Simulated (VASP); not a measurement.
# Born charge of SiC (Moissanite 3C) from moved atoms

Aim: the change of polarisation as one atom of SiC (Moissanite 3C) moves. The cell is of the zinc-blende type, one of the forms listed for this formula, which need not be the common one. The start is a cell from a database of measured crystal structures.

Main program and level: VASP 6.6.1; r2SCAN; plane waves and PAW (Si, C), in the first sound run; inputs show where later runs differ.

### 1. Set-up

It takes space group F-43m (No. 216, cubic). Conventional cell: a = 4.358 Å, b = 4.358 Å, c = 4.358 Å, α = 90.00°, β = 90.00°, γ = 90.00°. Nearest to Si lie 4 C at 1.89 Å. C has 4 Si at 1.89 Å nearest. Farther neighbours are not listed.

Structure file:

```
Si C
1.0
     0.00000    2.17900    2.17900
     2.17900    0.00000    2.17900
     2.17900    2.17900    0.00000
Si C
1 1
Direct
  0.00000 0.00000 0.00000
  0.75000 0.75000 0.75000
```

### 2. Ground state

The next steps need an insulator, so the gap is checked first.

Input file INCAR:

```
SYSTEM = SiC
PREC = Accurate
ENCUT = 520
EDIFF = 1E-07
NELM = 100
ISMEAR = 0
SIGMA = 0.01
LREAL = .FALSE.
ALGO = Normal
METAGGA = R2SCAN
LASPH = .TRUE.
NBANDS = 10
LORBIT = 11
LWAVE = .FALSE.
LCHARG = .FALSE.
KPAR = 2
```

Input file POSCAR:

```
SiC
1.0
    0.0000000000      2.1790000000      2.1790000000
    2.1790000000      0.0000000000      2.1790000000
    2.1790000000      2.1790000000      0.0000000000
Si C
1 1
Direct
    0.0000000000      0.0000000000      0.0000000000
    0.7500000000      0.7500000000      0.7500000000
```

Input file KPOINTS:

```
Automatic mesh
0
Gamma
9 9 9
0 0 0
```

PAW data sets: Si and C (PBE family, release 64).

Started as:

```console
$ mpirun -np 2 vasp_std
```

Log:

```text
[banner, memory and clock lines left out]
running    2 mpi-ranks, on    1 nodes
 distrk:  each k-point on    1 cores,    2 groups
 distr:  one band on    1 cores,    1 groups

 POSCAR found type information on POSCAR SiC
 POSCAR found :  2 types and       2 ions
|                                                                             |
|               ----> ADVICE to this user running VASP <----                  |
|                                                                             |
|     You enforced a specific xc type in the INCAR file but a different       |
|     [... a line on the potential file left out ...]
|     I HOPE YOU KNOW WHAT YOU ARE DOING!                                     |
|                                                                             |

 LDA part: xc-table for (None), standard interpolation
 POSCAR, INCAR and KPOINTS ok, starting setup
 FFT: planning ... GRIDC
 FFT: planning ... GRID_SOFT
 FFT: planning ... GRID
 WAVECAR not read
 entering main loop
       N       E                     dE             d eps       ncg     rms          rms(c)
DAV:   1    -0.407191133611E+00   -0.40719E+00   -0.41057E+03   732   0.692E+02
DAV:   2    -0.216737762565E+02   -0.21267E+02   -0.20220E+02   898   0.119E+02
DAV:   3    -0.223221010329E+02   -0.64832E+00   -0.64723E+00   818   0.178E+01
DAV:   4    -0.223247485771E+02   -0.26475E-02   -0.26473E-02   816   0.143E+00
DAV:   5    -0.223247609152E+02   -0.12338E-04   -0.12338E-04   820   0.925E-02    0.919E+00
DAV:   6    -0.192875729913E+02    0.30372E+01   -0.52111E+00   772   0.116E+01    0.508E+00
DAV:   7    -0.193160652325E+02   -0.28492E-01   -0.50585E-01   880   0.444E+00    0.247E+00
DAV:   8    -0.193262835720E+02   -0.10218E-01   -0.20278E-02   712   0.120E+00    0.179E-01
DAV:   9    -0.193266125212E+02   -0.32895E-03   -0.33197E-04   970   0.184E-01    0.134E-01
DAV:  10    -0.193266965018E+02   -0.83981E-04   -0.71816E-05   728   0.851E-02    0.124E-02
DAV:  11    -0.193266956535E+02    0.84838E-06   -0.77204E-07   882   0.697E-03    0.459E-03
DAV:  12    -0.193266958463E+02   -0.19283E-06   -0.13030E-07   734   0.358E-03    0.224E-04
DAV:  13    -0.193266958417E+02    0.45643E-08   -0.16882E-09   362   0.339E-04
   1 F= -.19326696E+02 E0= -.19326696E+02  d E =-.760960E-88
```

It took 21 s on 2 MPI ranks of AMD EPYC 7R43, shared host; peak memory 0.19 GiB.

Lines that name or quote the potential files are left out of all logs, and their timing lines are given in words.

From OUTCAR (step 2):

```text
ion  position               nearest neighbor table
   1  0.000  0.000  0.000-   2 1.89   2 1.89   2 1.89   2 1.89
   2  0.750  0.750  0.750-   1 1.89   1 1.89   1 1.89   1 1.89

  LATTYP: Found a face centered cubic cell.
 ALAT       =     4.3580000000

 Subroutine GETGRP returns: Found 24 space group operations
 (whereof 24 operations were pure point group operations)

The static configuration has the point symmetry T_d .

 Found     35 irreducible k-points:

   k-points           NKPTS =     35   k-points in BZ     NKDIM =     35   number of bands    NBANDS=     10

   dimension x,y,z NGX =    24 NGY =   24 NGZ =   24
   dimension x,y,z NGXF=    48 NGYF=   48 NGZF=   48

   ENCUT  =  520.0 eV  38.22 Ry    6.18 a.u.   5.73  5.73  5.73*2*pi/ulx,y,z

   NELECT =       8.0000    total number of electrons

 k-points in reciprocal lattice and weights: Automatic mesh
   0.00000000  0.00000000  0.00000000       0.001
   0.11111111  0.00000000  0.00000000       0.011
   0.22222222  0.00000000  0.00000000       0.011
   0.33333333  0.00000000  0.00000000       0.011
   0.44444444  0.00000000  0.00000000       0.011
   0.11111111  0.11111111  0.00000000       0.008
   0.22222222  0.11111111  0.00000000       0.033
   0.33333333  0.11111111  0.00000000       0.033
   0.44444444  0.11111111  0.00000000       0.033
[...]
-0.33333333  0.44444444  0.11111111       0.033
  -0.33333333  0.44444444  0.22222222       0.033

 average (electrostatic) potential at core
       1 -83.3283       2 -46.6886

 E-fermi :   8.1212

 k-point     1 :       0.0000    0.0000    0.0000
  band No.  band energies     occupation
      1      -8.1971      2.00000
      2       7.9825      2.00000
      3       7.9825      2.00000
      4       7.9825      2.00000
      5      14.8165      0.00000
      6      15.8311      0.00000
      7      15.8311      0.00000
      8      15.8311      0.00000
      9      23.1908      0.00000
    ...

 k-point     2 :       0.1111    0.0000    0.0000
  band No.  band energies     occupation
      1      -7.9475      2.00000
      2       6.7208      2.00000
      3       7.8126      2.00000
      4       7.8126      2.00000
      5      15.0626      0.00000
      6      16.1406      0.00000
      7      16.1406      0.00000
      8      16.2953      0.00000
      9      22.1264      0.00000
    ...

 k-point     3 :       0.2222    0.0000    0.0000
  band No.  band energies     occupation
      1      -7.2144      2.00000
      2       4.1871      2.00000
      3       7.4425      2.00000
      4       7.4425      2.00000
      5      14.6615      0.00000
      6      16.4892      0.00000
      7      16.4892      0.00000
      8      17.8194      0.00000
      9      21.6494      0.00000
    ...

  Total       -0.0570953     -0.0570953     -0.0570953      0.0000000      0.0000000     -0.0000000
  in kB       -4.4208838     -4.4208838     -4.4208838      0.0000000      0.0000000     -0.0000000
  external PRESSURE =      -4.4208838 kB  Pullay stress =       0.0000000 kB

  energy-cutoff  :      520.00
  volume of cell :       20.69
      direct lattice vectors                 reciprocal lattice vectors
     0.000000000  2.179000000  2.179000000    -0.229463056  0.229463056  0.229463056
     2.179000000  0.000000000  2.179000000     0.229463056 -0.229463056  0.229463056
     2.179000000  2.179000000  0.000000000     0.229463056  0.229463056 -0.229463056

 POSITION                                       TOTAL-FORCE (eV/Angst)
 -----------------------------------------------------------------------------------
      0.00000      0.00000      0.00000        -0.000000     -0.000000     -0.000000
      3.26850      3.26850      3.26850         0.000000      0.000000      0.000000
 -----------------------------------------------------------------------------------
    total drift:                                0.000001      0.000001      0.000001

  FREE ENERGIE OF THE ION-ELECTRON SYSTEM (eV)
  ---------------------------------------------------
  free  energy   TOTEN  =       -19.3266958417 eV

  energy  without entropy=      -19.3266958417  energy(sigma->0) =      -19.32669584

 total charge
# of ion       s       p       d       tot
------------------------------------------
    1        0.702   0.980   0.000   1.682
    2        0.850   1.714   0.000   2.564
--------------------------------------------------
tot          1.552   2.694   0.000   4.246

[... 3 further parts left out ...]
```

The gap is read on the k-mesh alone, so it is an upper bound where the band edges lie off the mesh. The PAW data sets were made with PBE, which is usual practice but a small mismatch for other functionals.

This step gave:

* free energy (TOTEN): -19.33 eV
* Fermi energy: 8.121 eV
* pressure: -0.4421 GPa
* gap on the k-mesh: 1.877 eV
* least direct gap on the k-mesh: 5.142 eV

The cell has a gap of 1.88 eV on this mesh.

### 3. Berry phase, displacement (A) -0.1

This step: r2SCAN, displaced atoms; plane waves and PAW (Si, C) (VASP 6.6.1).

One atom is moved along a line, and LCALCPOL gives the Berry-phase dipole at each place.

Input file INCAR:

```
SYSTEM = SiC
PREC = Accurate
ENCUT = 520
EDIFF = 1E-08
NELM = 100
ISMEAR = 0
SIGMA = 0.01
LREAL = .FALSE.
ALGO = Normal
METAGGA = R2SCAN
LASPH = .TRUE.
NBANDS = 10
LWAVE = .FALSE.
LCHARG = .FALSE.
KPAR = 2
LCALCPOL = .TRUE.
DIPOL = 0.125 0.125 0.125
```

POSCAR: that of step 2 with these lines changed.

```diff
@@ -9,2 +9,2 @@
     0.0000000000      0.0000000000      0.0000000000
-    0.7500000000      0.7500000000      0.7500000000
+    0.7270536944      0.7270536944      0.7729463056
```

Input file KPOINTS:

```
Automatic mesh
0
Gamma
10 10 10
0 0 0
```

Started as:

```console
$ mpirun -np 2 vasp_std
```

Log:

```text
[banner, memory and clock lines left out]
running    2 mpi-ranks, on    1 nodes
 distrk:  each k-point on    1 cores,    2 groups
 distr:  one band on    1 cores,    1 groups

 POSCAR found type information on POSCAR SiC
 POSCAR found :  2 types and       2 ions
 [... a notice as in an earlier step ...]

 LDA part: xc-table for (None), standard interpolation
 POSCAR, INCAR and KPOINTS ok, starting setup
 FFT: planning ... GRIDC
 FFT: planning ... GRID_SOFT
 FFT: planning ... GRID
 WAVECAR not read
 entering main loop
       N       E                     dE             d eps       ncg     rms          rms(c)
DAV:   1     0.457251407011E+00    0.45725E+00   -0.41117E+03  3526   0.692E+02
DAV:   2    -0.215587738009E+02   -0.22016E+02   -0.20903E+02  4512   0.118E+02
DAV:   3    -0.222547195111E+02   -0.69595E+00   -0.69465E+00  4076   0.184E+01
DAV:   4    -0.222575475397E+02   -0.28280E-02   -0.28279E-02  3932   0.144E+00
DAV:   5    -0.222575603992E+02   -0.12859E-04   -0.12859E-04  4042   0.903E-02    0.927E+00
DAV:   6    -0.191907685956E+02    0.30668E+01   -0.53178E+00  3738   0.118E+01    0.511E+00
DAV:   7    -0.192188386910E+02   -0.28070E-01   -0.51559E-01  4354   0.450E+00    0.248E+00
DAV:   8    -0.192290184513E+02   -0.10180E-01   -0.20579E-02  3558   0.121E+00    0.176E-01
DAV:   9    -0.192293624748E+02   -0.34402E-03   -0.37776E-04  4770   0.194E-01    0.131E-01
DAV:  10    -0.192294414031E+02   -0.78928E-04   -0.76929E-05  3580   0.855E-02    0.797E-03
DAV:  11    -0.192294415613E+02   -0.15824E-06   -0.24585E-06  4338   0.134E-02    0.487E-03
DAV:  12    -0.192294418034E+02   -0.24202E-06   -0.23545E-07  3732   0.404E-03    0.115E-03
DAV:  13    -0.192294417755E+02    0.27864E-07   -0.21063E-08  3588   0.121E-03    0.542E-04
DAV:  14    -0.192294417792E+02   -0.37480E-08   -0.18312E-09  1808   0.403E-04
 p_tot=( -0.872E+01 -0.872E+01 -0.845E+01 )
   1 F= -.19229442E+02 E0= -.19229442E+02  d E =-.119118E-82
```

Elapsed: 1.9 min, on 2 MPI ranks; peak memory 0.3 GiB; 3.7 min of CPU time.

OUTCAR, selected parts (step 3):

```text
 Subroutine GETGRP returns: Found  4 space group operations
 (whereof  4 operations were pure point group operations)

The static configuration has the point symmetry C_2v.

 Found    171 irreducible k-points:

   k-points           NKPTS =    171   k-points in BZ     NKDIM =    171   number of bands    NBANDS=     10

   NELECT =       8.0000    total number of electrons

 E-fermi :   8.5785

 k-point     1 :       0.0000    0.0000    0.0000
  band No.  band energies     occupation
      1      -8.2051      2.00000
      2       7.4512      2.00000
      3       8.0031      2.00000
      4       8.4448      2.00000
      5      14.7646      0.00000
      6      15.6567      0.00000
      7      15.8245      0.00000
      8      16.0719      0.00000
      9      23.1707      0.00000
    ...

 k-point     2 :       0.1000    0.0000    0.0000
  band No.  band energies     occupation
      1      -8.0018      2.00000
      2       6.5880      2.00000
      3       7.7375      2.00000
      4       8.2929      2.00000
      5      14.9973      0.00000
      6      15.9129      0.00000
      7      16.0127      0.00000
      8      16.4905      0.00000
      9      22.1286      0.00000
    ...

            Ionic dipole moment: p[ion]=(    -8.71600    -8.71600    -9.11600 ) |e| Angst

 Total electronic dipole moment: p[elc]=(    -0.00200    -0.00200     0.67005 ) |e| Angst

  Total        0.1748232      0.1748232     -0.0605927     -0.7598494      0.0000000      0.0000000
  in kB       13.5365457     13.5365457     -4.6916915    -58.8350921      0.0000000      0.0000000
  external PRESSURE =       7.4604667 kB  Pullay stress =       0.0000000 kB

 POSITION                                       TOTAL-FORCE (eV/Angst)
 -----------------------------------------------------------------------------------
      0.00000      0.00000      0.00000         0.000000      0.000000     -1.938133
      3.26850      3.26850      3.16850         0.000000      0.000000      1.938133
 -----------------------------------------------------------------------------------
    total drift:                                0.000000      0.000000     -0.000079

  FREE ENERGIE OF THE ION-ELECTRON SYSTEM (eV)
  ---------------------------------------------------
  free  energy   TOTEN  =       -19.2294417792 eV

  energy  without entropy=      -19.2294417792  energy(sigma->0) =      -19.22944178

[... 4 parts as in an earlier step ...]

[... 7 further parts left out ...]
```

This step gave:

```
free energy (TOTEN)            : -19.23 eV
Fermi energy                   : 8.579 eV
pressure                       : 0.7460 GPa
dipole ionic                   : -8.716, -8.716, -9.116 e·Å
dipole electronic              : -0.002, -0.002, 0.6701 e·Å
polarization branch            : -675.0, -675.0, -654.0 uC/cm², modulo the quantum
gap on the k-mesh              : 1.231 eV
least direct gap on the k-mesh : 4.802 eV
```

At -0.1 Å the ionic and electronic dipoles along z are -9.116 and 0.670 e Å.

### 4. Berry phase, displacement (A) -0.05

The next place on the path.

INCAR is that of step 3.

POSCAR: that of step 3 with these lines changed.

```diff
@@ -9,2 +9,2 @@
     0.0000000000      0.0000000000      0.0000000000
-    0.7270536944      0.7270536944      0.7729463056
+    0.7385268472      0.7385268472      0.7614731528
```

KPOINTS is that of step 3.

Started as:

```console
$ mpirun -np 2 vasp_std
```

Log:

```text
[... set-up lines as in an earlier step ...]
 entering main loop
       N       E                     dE             d eps       ncg     rms          rms(c)
DAV:   1     0.298023820987E+00    0.29802E+00   -0.41122E+03  3526   0.692E+02
DAV:   2    -0.216216151747E+02   -0.21920E+02   -0.20834E+02  4520   0.118E+02
DAV:   3    -0.223050285667E+02   -0.68341E+00   -0.68220E+00  4052   0.182E+01
DAV:   4    -0.223078700158E+02   -0.28414E-02   -0.28413E-02  3920   0.146E+00
[...]
DAV:  12    -0.193024373719E+02   -0.23890E-06   -0.15866E-07  3692   0.363E-03    0.542E-04
DAV:  13    -0.193024373475E+02    0.24414E-07   -0.10264E-08  2558   0.854E-04    0.242E-04
DAV:  14    -0.193024373385E+02    0.90231E-08   -0.13082E-09  1796   0.308E-04
 p_tot=( -0.872E+01 -0.872E+01 -0.858E+01 )
   1 F= -.19302437E+02 E0= -.19302437E+02  d E =-.117050E-67
```

The job ended after 1.8 min (2 MPI ranks; peak memory 0.31 GiB; 3.6 min of CPU time).

OUTCAR, selected parts (step 4):

```text
  Total        0.0009264      0.0009264     -0.0580810     -0.3768138      0.0000000      0.0000000
  in kB        0.0717308      0.0717308     -4.4972095    -29.1766677      0.0000000      0.0000000
  external PRESSURE =      -1.4512493 kB  Pullay stress =       0.0000000 kB

 POSITION                                       TOTAL-FORCE (eV/Angst)
 -----------------------------------------------------------------------------------
      0.00000      0.00000      0.00000         0.000000      0.000000     -0.978401
      3.26850      3.26850      3.21850         0.000000      0.000000      0.978401
 -----------------------------------------------------------------------------------
    total drift:                                0.000001      0.000001     -0.000186

  FREE ENERGIE OF THE ION-ELECTRON SYSTEM (eV)
  ---------------------------------------------------
  free  energy   TOTEN  =       -19.3024373385 eV

  energy  without entropy=      -19.3024373385  energy(sigma->0) =      -19.30243734

[... 2 parts as in an earlier step ...]

[... 1 further part left out ...]
[key lines of the parts left out:]
E-fermi :   8.3443
```

At -0.05 Å the ionic and electronic dipoles along z are -8.916 and 0.334 e Å.

### 5. Berry phase, displacement (A) 0

This step: r2SCAN; plane waves and PAW (Si, C) (VASP 6.6.1).

The next place on the path.

INCAR is that of step 4.

POSCAR: that of step 4 with these lines changed.

```diff
@@ -9,2 +9,2 @@
     0.0000000000      0.0000000000      0.0000000000
-    0.7385268472      0.7385268472      0.7614731528
+    0.7500000000      0.7500000000      0.7500000000
```

KPOINTS is that of step 4.

Started as:

```console
$ mpirun -np 2 vasp_std
```

Log:

```text
[... set-up lines as in an earlier step ...]
 entering main loop
       N       E                     dE             d eps       ncg     rms          rms(c)
DAV:   1    -0.170705212353E+01   -0.17071E+01   -0.42230E+03   980   0.701E+02
DAV:   2    -0.217555218314E+02   -0.20048E+02   -0.18593E+02  1264   0.115E+02
DAV:   3    -0.223226596380E+02   -0.56714E+00   -0.56606E+00  1114   0.168E+01
DAV:   4    -0.223248109682E+02   -0.21513E-02   -0.21512E-02  1106   0.128E+00
[...]
DAV:  11    -0.193269266063E+02    0.75432E-06   -0.87494E-07  1206   0.747E-03    0.460E-03
DAV:  12    -0.193269268054E+02   -0.19913E-06   -0.12114E-07  1010   0.346E-03    0.259E-04
DAV:  13    -0.193269268024E+02    0.30350E-08   -0.14321E-09   630   0.328E-04
 p_tot=( -0.872E+01 -0.872E+01 -0.872E+01 )
   1 F= -.19326927E+02 E0= -.19326927E+02  d E =-.125324E-47
```

Run time: 49 s. Hardware: 2 MPI ranks; peak memory 0.26 GiB.

OUTCAR, selected parts (step 5):

```text
  Total       -0.0572349     -0.0572349     -0.0572349      0.0000000      0.0000000      0.0000000
  in kB       -4.4316930     -4.4316930     -4.4316930      0.0000000      0.0000000      0.0000000
  external PRESSURE =      -4.4316930 kB  Pullay stress =       0.0000000 kB

  FREE ENERGIE OF THE ION-ELECTRON SYSTEM (eV)
  ---------------------------------------------------
  free  energy   TOTEN  =       -19.3269268024 eV

  energy  without entropy=      -19.3269268024  energy(sigma->0) =      -19.32692680

[... 2 parts as in an earlier step ...]

[... 2 further parts left out ...]
[key lines of the parts left out:]
E-fermi :   8.0820
```

At the undisplaced site the ionic and electronic dipoles along z are -8.716 and -0.002 e Å.

(Part 1 of 2 ends here.)

[Lines on the potential files, build, host, timing and source positions are cut from VASP's logs without a mark.]

[Logs are printed without paths, hosts, clocks, repeated set-up lines and the standing remarks that a program may print on its own settings, such as how far it seeks lower states.]

[Hosts, paths, dates, database ids (printed as entryN), source tags and the programs' standing remarks are cut or masked in the printed files.]
